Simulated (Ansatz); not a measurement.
## Na: computed DOS

```cif
data_structure
_symmetry_space_group_name_H-M 'Im-3m'
_symmetry_Int_Tables_number 229
_cell_length_a 4.2350
_cell_length_b 4.2350
_cell_length_c 4.2350
_cell_angle_alpha 90.000
_cell_angle_beta 90.000
_cell_angle_gamma 90.000
_cell_volume 75.96
loop_
_atom_site_label
_atom_site_type_symbol
_atom_site_symmetry_multiplicity
_atom_site_Wyckoff_symbol
_atom_site_fract_x
_atom_site_fract_y
_atom_site_fract_z
_atom_site_occupancy
Na1 Na 2 a 0.00000 0.00000 0.00000 1
```

The runs use the primitive cell with vectors (-2.118, 2.118, 2.118), (2.118, -2.118, 2.118), (2.118, 2.118, -2.118) Å, to which the k mesh refers.

Structure: COD 9011002, as refined from experiment and not relaxed.

Method: Ansatz 0.2.0, DFT, PBE, all-electron LAPW, scalar-relativistic.

Settings: a Γ-centred 12×12×12 k mesh, Fermi–Dirac smearing of 0.05 eV, basis error target 0.25 meV/atom, no spin polarisation.

States per eV and cell, averaged over 0.4 eV, from -3.0 to 3.6 eV, with energies (bin centres) from the Fermi level; empty bins are left out. 

```
E (eV)  total
  -2.9   0.12
  -2.5   0.20
  -2.1   0.26
  -1.7   0.31
  -1.3   0.35
  -0.9   0.39
  -0.5   0.43
  -0.1   0.47
   0.3   0.53
   0.7   0.62
   1.1   0.54
   1.5   0.46
   1.9   0.52
   2.3   0.72
   2.7   0.70
   3.1   0.61
   3.5   0.67
```
